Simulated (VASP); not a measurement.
# HfS2 in VASP: a series of runs, part 2 of 2

VASP 6.6.1. Earlier steps stand in the parts before.

### Step 3. Single point, PBE+D3(BJ)

This run uses another cell than the first one, of 119.48 Å³/atom, 0.993 times its volume.

INCAR reads:

```
SYSTEM = HfS2
PREC = Accurate
ENCUT = 520
EDIFF = 1E-6
ISMEAR = 0
SIGMA = 0.02
LREAL = .False.
LASPH = .True.
NELM = 100
ALGO = Fast
ISIF = 2
LWAVE = .False.
LCHARG = .False.
LDIPOL = .True.
IDIPOL = 3
DIPOL = 0.5 0.5 0.500
GGA = PE
IVDW = 12
NBANDS = 18
```

KPOINTS reads:

```
Automatic mesh
0
Gamma
  9 9 1
  0 0 0
```

POSCAR reads:

```
HfS2
1.0
    3.6063452744      0.0000000000      0.0000000000
   -1.8031726372      3.1231866225      0.0000000000
    0.0000000000      0.0000000000     31.8244160217
S Hf
2 1
Direct
    0.6666666667      0.3333333333      0.4542456960
    0.3333333333      0.6666666667      0.5457543040
    0.0000000000      0.0000000000      0.5000000000
```

Potentials or basis: VASP PAW PBE potentials, release 64 (S, Hf_pv).

Command:

```
$ cat potpaw_PBE.64/S/POTCAR potpaw_PBE.64/Hf_pv/POTCAR > POTCAR
$ mpirun -np 1 vasp_std > vasp.out
```

OUTCAR:

```text
SYSTEM = HfS2
   PREC = Accurate
   ENCUT = 520
   EDIFF = 1E-6
   ISMEAR = 0
   LREAL = .False.
   LASPH = .True.
   NELM = 100
   ISIF = 2
   GGA = PE
   IVDW = 12
 IVDW          = 12

 ion  position               nearest neighbor table
   1  0.667  0.333  0.454-   3 2.54   3 2.54   3 2.54
   2  0.333  0.667  0.546-   3 2.54   3 2.54   3 2.54
   3  0.000  0.000  0.500-   1 2.54   2 2.54   1 2.54   2 2.54   1 2.54   2 2.54

  LATTYP: Found a hexagonal cell.
 ALAT       =     3.6063452744
[... 442 lines left out ...]

  FORCE on cell =-STRESS in cart. coord.  units (eV):
  Direction    XX          YY          ZZ          XY          YZ          ZX
  --------------------------------------------------------------------------------------
  -------------------------------------------------------------------------------------
  Total       0.06256     0.06256    -0.04981     0.00000    -0.00000     0.00000
  in kB       0.27961     0.27961    -0.22264     0.00000    -0.00000     0.00000
  external pressure =        0.11 kB  Pullay stress =        0.00 kB

 VOLUME and BASIS-vectors are now :
 -----------------------------------------------------------------------------
  energy-cutoff  :      520.00
  volume of cell :      358.45
      direct lattice vectors                 reciprocal lattice vectors
     3.606345274  0.000000000  0.000000000     0.277289035  0.160092899  0.000000000
    -1.803172637  3.123186623  0.000000000     0.000000000  0.320185798  0.000000000
     0.000000000  0.000000000 31.824416022     0.000000000  0.000000000  0.031422415

 POSITION                                       TOTAL-FORCE (eV/Angst)
 -----------------------------------------------------------------------------------
      1.80317      1.04106     14.45610        -0.000000     -0.000000      0.010071
     -0.00000      2.08212     17.36831         0.000000      0.000000     -0.010071
      0.00000      0.00000     15.91221         0.000000      0.000000      0.000000
 -----------------------------------------------------------------------------------
    total drift:                                0.000000      0.000000      0.000000

  FREE ENERGIE OF THE ION-ELECTRON SYSTEM (eV)
  ---------------------------------------------------
  free  energy   TOTEN  =       -23.6052635509 eV

  energy  without entropy=      -23.6052635509  energy(sigma->0) =      -23.60526355

 vacuum level on the upper side and lower side of the slab         1.770         1.770
```

OSZICAR:

```text
N       E                     dE             d eps       ncg     rms          rms(c)
DAV:   1     0.116522411040E+03    0.11652E+03   -0.90084E+03   536   0.855E+02
DAV:   2    -0.839357164589E+01   -0.12492E+03   -0.12089E+03   604   0.160E+02
DAV:   3    -0.244575522677E+02   -0.16064E+02   -0.16018E+02   566   0.568E+01
[... 14 lines left out ...]
RMM:  18    -0.229150682315E+02   -0.27840E-04   -0.19558E-06   438   0.658E-03    0.634E-03
RMM:  19    -0.229150971829E+02   -0.28951E-04   -0.21415E-06   430   0.498E-03    0.156E-03
RMM:  20    -0.229151048569E+02   -0.76740E-05   -0.28747E-07   342   0.237E-03    0.182E-03
RMM:  21    -0.229151106938E+02   -0.58370E-05   -0.24979E-07   320   0.172E-03    0.538E-04
RMM:  22    -0.229151115599E+02   -0.86607E-06   -0.20428E-08   226   0.113E-03
   1 F= -.23605264E+02 E0= -.23605264E+02  d E =-.561506E-49
```

stdout:

```text
POSCAR found type information on POSCAR S Hf
 POSCAR found :  2 types and       3 ions
 scaLAPACK will be used
 LDA part: xc-table for (Slater+PW92), standard interpolation
 POSCAR, INCAR and KPOINTS ok, starting setup
 FFT: planning ... GRIDC
 FFT: planning ... GRID_SOFT
 FFT: planning ... GRID
 WAVECAR not read
 entering main loop
```

Run time: 2.4 min. Hardware: 1 thread of Intel Xeon Platinum 8488C (Sapphire Rapids), shared host; peak memory 0.48 GiB.

Results:

- Free energy: -23.6053 eV
- Largest force: 0.010 eV/Å
- Band gap on the k mesh: 1.22 eV, indirect (least direct gap 2.07 eV)
- Dispersion energy per atom: -0.230 eV

Forces on the atoms (eV/Å):
```
S    0.000  0.000  0.010
S    0.000  0.000 -0.010
Hf   0.000  0.000  0.000
```

Levels at points of the mesh, in eV from the valence-band top:
```tsv
k point	band 7	band 8	band 9	band 10	band 11	band 12	band 13	band 14	band 15	band 16
(0.00, 0.00, 0.00)	-2.60	-2.60	-0.96	0.00	0.00	2.07	2.07	2.76	5.34	5.93
```

Caveat: spin-orbit coupling is left out, which moves the levels of the heavy elements. A hybrid or GW would open this gap; PBE tends to underestimate it.

### Step 4. Single point, PBE+D3(BJ) (the clean substrate in the cell of the map)

INCAR reads:

```
PREC     = Accurate       # precision mode
ENCUT    = 520            # plane-wave cutoff, eV
EDIFF    = 1E-7           # SCF threshold, eV
ISMEAR   = 0              # smearing method
SIGMA    = 0.05           # smearing width, eV
LREAL    = F              # projectors in reciprocal space
LASPH    = T              # aspherical terms in the spheres
NELM     = 100            # most SCF steps
ALGO     = Normal         # electronic algorithm
ISIF     = 2              # what is computed and relaxed
LWAVE    = F              # write WAVECAR
LCHARG   = F              # write CHGCAR
LDIPOL   = T            
IDIPOL   = 3            
DIPOL    = 0.5 0.5 0.251
GGA      = PE             # functional
IVDW     = 12             # dispersion correction
NBANDS   = 18             # bands
```

KPOINTS reads:

```
Automatic mesh
0
Gamma
  9 9 1
```

POSCAR reads:

```
HfS2
1.0
    3.6183310015      0.0000000000      0.0000000000
   -1.8091655007      3.1335665666      0.0000000000
    0.0000000000      0.0000000000     21.7605810189
S Hf
2 1
Direct
    0.6666666667      0.3333333333      0.1838186212
    0.3333333333      0.6666666667      0.3175733687
    0.0000000000      0.0000000000      0.2506959950
```

Command:

```
$ cat potpaw_PBE.64/S/POTCAR potpaw_PBE.64/Hf_pv/POTCAR > POTCAR
$ mpirun -np 1 vasp_std > vasp.out
```

Wall time 91 s (1 thread of Intel Xeon Platinum 8488C (Sapphire Rapids), shared host); peak memory 0.35 GiB.

It converged, with:

| Property | Result |
| --- | --- |
| Free energy | -23.6056 eV |
| Largest force | 0.066 eV/Å |
| Band gap on the k mesh | 1.25 eV, indirect (least direct gap 2.08 eV) |
| Dispersion energy per atom | -0.229 eV |

Forces on the atoms (eV/Å):
```
S    0.000  0.000  0.066
S    0.000  0.000 -0.066
Hf   0.000  0.000  0.000
```

Levels at points of the mesh, in eV from the valence-band top:
```csv
k point,band 9,band 10,band 11,band 12,band 13,band 14
"(0.00, 0.00, 0.00)",-0.93,0.00,0.00,2.08,2.08,2.77
```

Caveat: spin-orbit coupling is left out, which moves the levels of the heavy elements.

### Step 5. Single point, PBE+D3(BJ) (the lower layer alone in the bilayer's cell)

INCAR reads:

```
PREC = Accurate
ENCUT = 520
EDIFF = 1E-7
ISMEAR = 0
SIGMA = 0.05
LREAL = F
LASPH = T
NELM = 100
ALGO = Normal
ISIF = 2
LWAVE = F
LCHARG = F
LDIPOL = T
IDIPOL = 3
DIPOL = 0.5 0.5 0.255
GGA = PE
IVDW = 12
NBANDS = 18
```

KPOINTS is that of step 4.

POSCAR reads:

```
HfS2
1.0
    3.6183310015      0.0000000000      0.0000000000
   -1.8091655007      3.1335665666      0.0000000000
    0.0000000000      0.0000000000     23.3211620379
S Hf
2 1
Direct
    0.6666666667      0.3333333333      0.1929577948
    0.3333333333      0.6666666667      0.3177620826
    0.0000000000      0.0000000000      0.2553599387
```

Command:

```
$ cat potpaw_PBE.64/S/POTCAR potpaw_PBE.64/Hf_pv/POTCAR > POTCAR
$ mpirun -np 1 vasp_std > vasp.out
```

Run time: 2 min. Hardware: 1 thread of Intel Xeon Platinum 8488C (Sapphire Rapids), shared host; peak memory 0.38 GiB.

The run converged. Its results:

```yaml
Free_energy: -23.6054 eV
Largest_force: 0.066 eV/Å
Band_gap_on_the_k_mesh: 1.25 eV, indirect (least direct gap 2.08 eV)
Dispersion_energy_per_atom: -0.229 eV
```

Forces in eV/Å, atoms in the order of the input:
```
S    0.000  0.000  0.066
S    0.000  0.000 -0.066
Hf   0.000  0.000  0.000
```

Levels at points of the mesh, in eV from the valence-band top:
```
           k point  band 7  band 8  band 9  band 10  band 11  band 12  band 13  band 14  band 15  band 16
(0.00, 0.00, 0.00)   -2.59   -2.59   -0.93     0.00     0.00     2.08     2.08     2.77     5.33     5.71
```

Caveat: spin-orbit coupling is left out, which moves the levels of the heavy elements.

### Step 6. The runs side by side

```csv
cell,smearing,gap on the mesh (eV),largest force (eV/Å)
"P-3m1, 120.28 Å³/atom",gaussian 0.02 eV,1.25,0.07
"P-3m1, 119.48 Å³/atom",gaussian 0.02 eV,1.22,0.01
the clean substrate in the cell of the map,gaussian 0.05 eV,1.25,0.07
the lower layer alone in the bilayer's cell,gaussian 0.05 eV,1.25,0.07
```

Alike in all rows: task single point; level PBE+D3(BJ); potentials or basis VASP PAW PBE potentials, release 64 (S, Hf_pv); no spin polarisation; k mesh 9 × 9 × 1; cutoff (eV) 520.

Caveats: spin-orbit coupling is left out, which moves the levels of the heavy elements.

Total energies depend on the potentials used, so only differences within one code and one set of settings carry meaning.
